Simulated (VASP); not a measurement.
# BN: relaxation of cell and atoms with PBE+D3(BJ)

Slab: BN, a slab with vacuum.

```xyz
2
Lattice="2.4982 0.0000 0.0000 -1.2491 2.1635 0.0000 0.0000 0.0000 18.0000" Properties=species:S:1:pos:R:3 pbc="T T T"
B     1.2491    0.7212    9.0000
N     0.0000    1.4424    9.0000
```

```
Program                : VASP 6.6.1
Task                   : relaxation of cell and atoms
Functional             : PBE
Dispersion             : D3(BJ)
Potentials or basis    : VASP PAW PBE potentials, release 64 (B, N)
Cutoff                 : 600 eV
k mesh                 : 15 × 15 × 1
Occupations            : gaussian, width 0.03 eV
Spin                   : no spin polarisation
Further INCAR settings : ALGO = Normal; EDIFF = 1e-06; IBRION = 2; EDIFFG = -0.01; NSW = 90; ISIF = 3
```

```yaml
Relaxed_volume: 49.06 Å³/atom
Relaxed_cell: a = 2.509 Å, b = 2.509 Å, c = 18.000 Å, α = 90.00°, β = 90.00°, γ = 120.00°
Space_group_after_relaxing_to_0.05_Å: P-6m2 (No. 187)
Energy_gained_by_relaxing: 1.1 meV/atom
Ionic_steps: 3
Band_gap_on_the_k_mesh: 4.67 eV, direct
Dispersion_energy_per_atom: -0.077 eV
```

The path:
```csv
step,energy change (eV),largest force (eV/Å),pressure (GPa),volume (Å³)
1,0.0000,0.0000,0.55,97.29
2,0.0058,0.0000,-1.05,99.72
3,-0.0021,0.0000,-0.02,98.11
```

Final structure:
```
CELL_PARAMETERS angstrom
2.50879 0.00000 0.00000
-1.25440 2.17268 0.00000
0.00000 0.00000 18.00000
ATOMIC_POSITIONS crystal
B 0.66667 0.33333 0.50000
N 0.33333 0.66667 0.50000
```

Levels at points of the mesh, in eV from the valence-band top:
```csv
k point,band 1,band 2,band 3,band 4,band 5,band 6,band 7,band 8
"(0.00, 0.00, 0.00)",-17.64,-5.22,-1.35,-1.35,4.69,5.63,5.94,7.15
```

Run time: 48 s on 2 MPI ranks on Intel(R) Xeon(R) Platinum 8375C CPU @ 2.90GHz (Ice Lake), on a shared host, peak memory 0.23 GiB a rank.

Expect the measured gap to be larger: semilocal functionals such as PBE lack the derivative discontinuity. Zero-point motion and thermal expansion aren't in these numbers.
